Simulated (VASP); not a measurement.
# K (Fm-3m) in VASP: a series of runs

Runs on K. Level: PBE. Tasks: single point.

Everything below comes from runs of VASP 6.6.1. Logs are shortened: lines on timing, memory, paths and dates and some standing lists are left out, and cuts for length are marked.

### Step 1. The crystal as given

The structure is cubic, space group Fm-3m (No. 225). Conventional cell: a = 6.784 Å, b = 6.784 Å, c = 6.784 Å, α = 90.00°, β = 90.00°, γ = 90.00°.

This isn't the form of K at room conditions, which is bcc.

### Step 2. Single point, PBE

The input, INCAR:

```
SYSTEM = K
ADDGRID = .False. ; ALGO = Normal
EDIFF = 1E-6 ; ENCUT = 350
GGA = PE ; ISIF = 2
ISMEAR = 0 ; LASPH = .True.
LCHARG = .False. ; LREAL = .False.
LWAVE = .False. ; NELM = 100
PREC = Accurate ; SIGMA = 0.1
```

The input, KPOINTS:

```
k-points
0
Gamma
  12 12 12
  0 0 0
```

The input, POSCAR:

```
K
1.0
    0.0000000000      3.3918728180      3.3918728180
    3.3918728180      0.0000000000      3.3918728180
    3.3918728180      3.3918728180      0.0000000000
K
1
Direct
    0.0000000000      0.0000000000      0.0000000000
```

Potentials or basis: VASP PAW PBE potentials, release 64 (K_sv).

On the command line:

```
cat potpaw_PBE.64/K_sv/POTCAR > POTCAR
mpirun -np 1 vasp_std > vasp.out
```

OUTCAR:

```text
SYSTEM = K
   EDIFF = 1E-6
   ENCUT = 350
   GGA = PE
   ISIF = 2
   ISMEAR = 0
   LASPH = .True.
   LREAL = .False.
   NELM = 100
   PREC = Accurate

 Found     72 irreducible k-points:

 Following reciprocal coordinates:
            Coordinates               Weight
  0.000000  0.000000  0.000000      1.000000
  0.083333  0.000000  0.000000      8.000000
  0.166667  0.000000  0.000000      8.000000
  0.250000  0.000000  0.000000      8.000000
  0.333333  0.000000  0.000000      8.000000
  0.416667  0.000000  0.000000      8.000000
   k-points           NKPTS =     72   k-points in BZ     NKDIM =     72   number of bands    NBANDS=      8
   number of dos      NEDOS =    301   number of ions     NIONS =      1
   total plane-waves  NPLWV =  27000
   dimension x,y,z NGX =    30 NGY =   30 NGZ =   30
   dimension x,y,z NGXF=    60 NGYF=   60 NGZF=   60
   ions per type =               1
   NGX,Y,Z   is equivalent  to a cutoff of  10.40, 10.40, 10.40 a.u.
   NGXF,Y,Z  is equivalent  to a cutoff of  20.79, 20.79, 20.79 a.u.
 SYSTEM =  K
   PREC   = accura    normal or accurate (medium, high low for compatibility)
   ISTART =      0    job   : 0-new  1-cont  2-samecut
   ICHARG =      2    charge: 1-file 2-atom 10-const
   ISPIN  =      1    spin polarized calculation?
   LNONCOLLINEAR =      F non collinear calculations
   LSORBIT =      F    spin-orbit coupling
   LASPH  =      T    aspherical Exc in radial PAW
   ENCUT  =  350.0 eV  25.72 Ry    5.07 a.u.   7.32  7.32  7.32*2*pi/ulx,y,z
   NELM   =    100;   NELMIN=  2; NELMDL= -5     # of ELM steps
   EDIFF  = 0.1E-05   stopping-criterion for ELM
   LREAL  =      F    real-space projection
   EDIFFG = 0.1E-04   stopping-criterion for IOM
   NSW    =      0    number of steps for IOM
   IBRION =     -1    ionic relax: 0-MD 1-quasi-New 2-CG
   NFREE  =      0    steps in history (QN), initial steepest desc. (CG)
   ISIF   =      2    stress and relaxation
   ISYM   =      2    0-nonsym 1-usesym 2-fastsym
   POTIM  = 0.5000    time-step for ionic-motion
   TEBEG  =    0.0;   TEEND  =   0.0 temperature during run
   PSTRESS=    0.0 pullay stress
   NELECT =       9.0000    total number of electrons
   NUPDOWN=      -1.0000    fix difference up-down
   EMIN   =  10.00;   EMAX   =-10.00  energy-range for DOS
   EFERMI =   0.00;   METHOD = LEGACY
   ISMEAR =     0;   SIGMA  =   0.10  broadening in eV -4-tet -1-fermi 0-gaus
   EFERMI_NEDOS =   21; number of points for ismear=-14 and -15
   IALGO  =     38    algorithm
   IMIX   =      4    mixing-type and parameters
     AMIX     =   0.40;   BMIX     =  1.00
     AMIX_MAG =   1.60;   BMIX_MAG =  1.00
  volume/ion in A,a.u.               =      78.05       526.68
  Fermi-wavevector in a.u.,A,eV,Ry     =   0.796843  1.505815  8.639139  0.634959
  Thomas-Fermi vector in A             =   1.903445
   LORBIT       =      0    0 simple, 1 ext, 2 COOP (PROOUT), +10 PAW based schemes
   GGA     = PE    functional components
   LHFCALC =     F    Hartree Fock is set to
   AEXX    =    0.0000 exact exchange contribution
   IVDW    =     0    specifies the selected vdW correction
   LEPSILON=     F    determine dielectric tensor
   LRPA    =     F    only Hartree local field effects (RPA)
 non-spin polarized calculation
 Gauss-broadening in eV      SIGMA  =   0.10
  energy-cutoff  :      350.00
  volume of cell :       78.05
 maximum number of plane-waves:      1211
 NGX is ok and might be reduce to    30
   NGX = 15   NGY = 15   NGZ = 15

 number of electron       8.9999998 magnetization

 Free energy of the ion-electron system (eV)
  ---------------------------------------------------
  ext. energy  EPLUGINS =         0.00000000
  ---------------------------------------------------
  free energy    TOTEN  =        -1.04717469 eV

  energy without entropy =       -1.04328613  energy(sigma->0) =       -1.04523041

 E-fermi :  -0.2586     XC(G=0):  -5.5093

 val. band max:       -0.3150798786   @ k =   0.5000   0.2500   0.0833
 cond. band min:      -0.2411131240   @ k =  -0.4167   0.0833   0.0000
 fundamental gap:      0.0739667545
 Fermi energy:        -0.2585915522

 k-point     1 :       0.0000    0.0000    0.0000
  band No.  band energies     occupation
      1     -32.4117      2.00000
      2     -15.8653      2.00000
      3     -15.8653      2.00000
      4     -15.8653      2.00000
      5      -2.3183      2.00000
      6       3.9070      0.00000
      7       3.9070      0.00000
      8       3.9070      0.00000

 k-point     2 :       0.0833    0.0000    0.0000
  band No.  band energies     occupation
      1     -32.4115      2.00000
      2     -15.8689      2.00000
      3     -15.8658      2.00000
      4     -15.8658      2.00000
      5      -2.2404      2.00000
      6       3.6773      0.00000
      7       3.9370      0.00000
      8       3.9370      0.00000

 k-point     3 :       0.1667    0.0000    0.0000
  band No.  band energies     occupation
      1     -32.4110      2.00000
      2     -15.8786      2.00000
      3     -15.8671      2.00000
      4     -15.8671      2.00000
      5      -2.0099      2.00000
      6       3.1340      0.00000
      7       3.9877      0.00000
      8       3.9877      0.00000

 k-point     4 :       0.2500    0.0000    0.0000
  band No.  band energies     occupation
      1     -32.4103      2.00000
      2     -15.8920      2.00000
      3     -15.8690      2.00000
      4     -15.8690      2.00000
      5      -1.6358      2.00000
      6       2.4505      0.00000
      7       3.9575      0.00000
      8       3.9575      0.00000

 k-point     5 :       0.3333    0.0000    0.0000
  band No.  band energies     occupation
      1     -32.4096      2.00000
      2     -15.9054      2.00000
      3     -15.8709      2.00000
      4     -15.8709      2.00000
      5      -1.1329      2.00000
      6       1.7038      0.00000
      7       3.8422      0.00000
      8       3.8422      0.00000

 k-point     6 :       0.4167    0.0000    0.0000
  band No.  band energies     occupation
      1     -32.4091      2.00000
      2     -15.9151      2.00000
      3     -15.8723      2.00000
      4     -15.8723      2.00000
      5      -0.5232      1.99982
      6       0.9394      0.00000
      7       3.7381      0.00000
      8       3.7381      0.00000

 [... further k-points ...]
[... 5 lines left out ...]
  --------------------------------------------------------------------------------------
  -------------------------------------------------------------------------------------
  Total       -0.1100421     -0.1100421     -0.1100421      0.0000000      0.0000000      0.0000000
  in kB       -2.2590244     -2.2590244     -2.2590244      0.0000000      0.0000000      0.0000000
  external PRESSURE =      -2.2590244 kB  Pullay stress =       0.0000000 kB

 VOLUME and BASIS-vectors are now :
 -----------------------------------------------------------------------------
  energy-cutoff  :      350.00
  volume of cell :       78.05
      direct lattice vectors                 reciprocal lattice vectors
     0.000000000  3.391872818  3.391872818    -0.147411188  0.147411188  0.147411188
     3.391872818  0.000000000  3.391872818     0.147411188 -0.147411188  0.147411188
     3.391872818  3.391872818  0.000000000     0.147411188  0.147411188 -0.147411188

 POSITION                                       TOTAL-FORCE (eV/Angst)
 -----------------------------------------------------------------------------------
      0.00000      0.00000      0.00000        -0.000000      0.000000      0.000000
 -----------------------------------------------------------------------------------
    total drift:                               -0.000000     -0.000000      0.000000

  FREE ENERGIE OF THE ION-ELECTRON SYSTEM (eV)
  ---------------------------------------------------
  free  energy   TOTEN  =        -1.0471746861 eV

  energy  without entropy=       -1.0432861266  energy(sigma->0) =       -1.04523041
```

It took 18 s on 1 thread of Intel Xeon Platinum 8488C (Sapphire Rapids), shared host; peak memory 0.17 GiB.

The run converged, but some of its settings lie outside the range that counts as converged, so its numbers aren't taken as properties of the crystal.

What came out:

```yaml
Free_energy: -1.0472 eV
Pressure: -0.2 GPa
Band_gap_on_the_k_mesh: none (metal or under the smearing width)
```

### Step 3. Single point, PBE

Changes to INCAR since step 2:

```diff
@@ -2,3 +2,3 @@
 ADDGRID = .False. ; ALGO = Normal
-EDIFF = 1E-6 ; ENCUT = 350
+EDIFF = 1E-6 ; ENCUT = 450
 GGA = PE ; ISIF = 2
```

The input, KPOINTS:

```
k-points
0
Gamma
  11 11 11
  0 0 0
```

POSCAR is that of step 2.

Potentials or basis: VASP PAW PBE potentials, release 64 (K_sv).

On the command line:

```
cat potpaw_PBE.64/K_sv/POTCAR > POTCAR
mpirun -np 1 vasp_std > vasp.out
```

OUTCAR:

```text
SYSTEM = K
   EDIFF = 1E-6
   ENCUT = 450
   GGA = PE
   ISIF = 2
   ISMEAR = 0
   LASPH = .True.
   LREAL = .False.
   NELM = 100
   PREC = Accurate

 Found     56 irreducible k-points:

 Following reciprocal coordinates:
            Coordinates               Weight
  0.000000  0.000000  0.000000      1.000000
  0.090909  0.000000  0.000000      8.000000
  0.181818  0.000000  0.000000      8.000000
  0.272727  0.000000  0.000000      8.000000
  0.363636  0.000000  0.000000      8.000000
  0.454545  0.000000  0.000000      8.000000
   k-points           NKPTS =     56   k-points in BZ     NKDIM =     56   number of bands    NBANDS=      8
   number of dos      NEDOS =    301   number of ions     NIONS =      1
   total plane-waves  NPLWV =  46656
   dimension x,y,z NGX =    36 NGY =   36 NGZ =   36
   dimension x,y,z NGXF=    72 NGYF=   72 NGZF=   72
   ions per type =               1
   NGX,Y,Z   is equivalent  to a cutoff of  12.48, 12.48, 12.48 a.u.
   NGXF,Y,Z  is equivalent  to a cutoff of  24.95, 24.95, 24.95 a.u.
 SYSTEM =  K
   PREC   = accura    normal or accurate (medium, high low for compatibility)
   ISTART =      0    job   : 0-new  1-cont  2-samecut
   ICHARG =      2    charge: 1-file 2-atom 10-const
   ISPIN  =      1    spin polarized calculation?
   LNONCOLLINEAR =      F non collinear calculations
   LSORBIT =      F    spin-orbit coupling
   LASPH  =      T    aspherical Exc in radial PAW
   ENCUT  =  450.0 eV  33.07 Ry    5.75 a.u.   8.30  8.30  8.30*2*pi/ulx,y,z
   NELM   =    100;   NELMIN=  2; NELMDL= -5     # of ELM steps
   EDIFF  = 0.1E-05   stopping-criterion for ELM
   LREAL  =      F    real-space projection
   EDIFFG = 0.1E-04   stopping-criterion for IOM
   NSW    =      0    number of steps for IOM
   IBRION =     -1    ionic relax: 0-MD 1-quasi-New 2-CG
   NFREE  =      0    steps in history (QN), initial steepest desc. (CG)
   ISIF   =      2    stress and relaxation
   ISYM   =      2    0-nonsym 1-usesym 2-fastsym
   POTIM  = 0.5000    time-step for ionic-motion
   TEBEG  =    0.0;   TEEND  =   0.0 temperature during run
   PSTRESS=    0.0 pullay stress
   NELECT =       9.0000    total number of electrons
   NUPDOWN=      -1.0000    fix difference up-down
   EMIN   =  10.00;   EMAX   =-10.00  energy-range for DOS
   EFERMI =   0.00;   METHOD = LEGACY
   ISMEAR =     0;   SIGMA  =   0.10  broadening in eV -4-tet -1-fermi 0-gaus
   EFERMI_NEDOS =   21; number of points for ismear=-14 and -15
   IALGO  =     38    algorithm
   IMIX   =      4    mixing-type and parameters
     AMIX     =   0.40;   BMIX     =  1.00
     AMIX_MAG =   1.60;   BMIX_MAG =  1.00
  volume/ion in A,a.u.               =      78.05       526.68
  Fermi-wavevector in a.u.,A,eV,Ry     =   0.796843  1.505815  8.639139  0.634959
  Thomas-Fermi vector in A             =   1.903445
   LORBIT       =      0    0 simple, 1 ext, 2 COOP (PROOUT), +10 PAW based schemes
   GGA     = PE    functional components
   LHFCALC =     F    Hartree Fock is set to
   AEXX    =    0.0000 exact exchange contribution
   IVDW    =     0    specifies the selected vdW correction
   LEPSILON=     F    determine dielectric tensor
   LRPA    =     F    only Hartree local field effects (RPA)
 non-spin polarized calculation
 Gauss-broadening in eV      SIGMA  =   0.10
  energy-cutoff  :      450.00
  volume of cell :       78.05
 maximum number of plane-waves:      1715
 NGX is ok and might be reduce to    36
   NGX = 17   NGY = 17   NGZ = 17

 number of electron       9.0000002 magnetization

 Free energy of the ion-electron system (eV)
  ---------------------------------------------------
  ext. energy  EPLUGINS =         0.00000000
  ---------------------------------------------------
  free energy    TOTEN  =        -1.04623472 eV

  energy without entropy =       -1.04168991  energy(sigma->0) =       -1.04396232

 E-fermi :  -0.2249     XC(G=0):  -5.5097

 val. band max:       -0.2788515096   @ k =  -0.2727   0.2727   0.0000
 cond. band min:      -0.2224464725   @ k =   0.4545   0.0000   0.0000
 fundamental gap:      0.0564050371
 Fermi energy:        -0.2249283993

 k-point     1 :       0.0000    0.0000    0.0000
  band No.  band energies     occupation
      1     -32.4111      2.00000
      2     -15.8646      2.00000
      3     -15.8646      2.00000
      4     -15.8646      2.00000
      5      -2.3199      2.00000
      6       3.9062      0.00000
      7       3.9062      0.00000
      8       3.9062      0.00000
[... 45 lines left out ...]
 k-point     6 :       0.4545    0.0000    0.0000
  band No.  band energies     occupation
      1     -32.4084      2.00000
      2     -15.9169      2.00000
      3     -15.8720      2.00000
      4     -15.8720      2.00000
      5      -0.2224      0.97200
      6       0.5989      0.00000
      7       3.7098      0.00000
      8       3.7098      0.00000

 [... further k-points ...]
[... 5 lines left out ...]
  --------------------------------------------------------------------------------------
  -------------------------------------------------------------------------------------
  Total       -0.0856124     -0.0856124     -0.0856124      0.0000000      0.0000000     -0.0000000
  in kB       -1.7575126     -1.7575126     -1.7575126      0.0000000      0.0000000     -0.0000000
  external PRESSURE =      -1.7575126 kB  Pullay stress =       0.0000000 kB

 VOLUME and BASIS-vectors are now :
 -----------------------------------------------------------------------------
  energy-cutoff  :      450.00
  volume of cell :       78.05
      direct lattice vectors                 reciprocal lattice vectors
     0.000000000  3.391872818  3.391872818    -0.147411188  0.147411188  0.147411188
     3.391872818  0.000000000  3.391872818     0.147411188 -0.147411188  0.147411188
     3.391872818  3.391872818  0.000000000     0.147411188  0.147411188 -0.147411188

 POSITION                                       TOTAL-FORCE (eV/Angst)
 -----------------------------------------------------------------------------------
      0.00000      0.00000      0.00000         0.000000      0.000000      0.000000
 -----------------------------------------------------------------------------------
    total drift:                               -0.000000      0.000000      0.000000

  FREE ENERGIE OF THE ION-ELECTRON SYSTEM (eV)
  ---------------------------------------------------
  free  energy   TOTEN  =        -1.0462347223 eV

  energy  without entropy=       -1.0416899117  energy(sigma->0) =       -1.04396232
```

stdout:

```text
POSCAR found type information on POSCAR K
 POSCAR found :  1 types and       1 ions
 scaLAPACK will be used
 LDA part: xc-table for (Slater+PW92), standard interpolation
 POSCAR, INCAR and KPOINTS ok, starting setup
 FFT: planning ... GRIDC
 FFT: planning ... GRID_SOFT
 FFT: planning ... GRID
 WAVECAR not read
 entering main loop
```

It took 19 s on 1 thread of Intel Xeon Platinum 8488C (Sapphire Rapids), shared host; peak memory 0.2 GiB.

These settings aren't checked as converged: the numbers below hold their error.

What came out:

```yaml
Free_energy: -1.0462 eV
Pressure: -0.2 GPa
Band_gap_on_the_k_mesh: none (metal or under the smearing width)
```

### Step 4. The reference run

An earlier run on the cell as given: functional PBE; potentials or basis VASP PAW PBE potentials, release 64 (K_sv); cutoff 520 eV; k mesh 7 × 7 × 7; occupations fermi-dirac, width 0.05 eV; no spin polarisation.

- Pressure: -0.2 GPa
- Band gap on the k mesh: none (metal or under the smearing width)
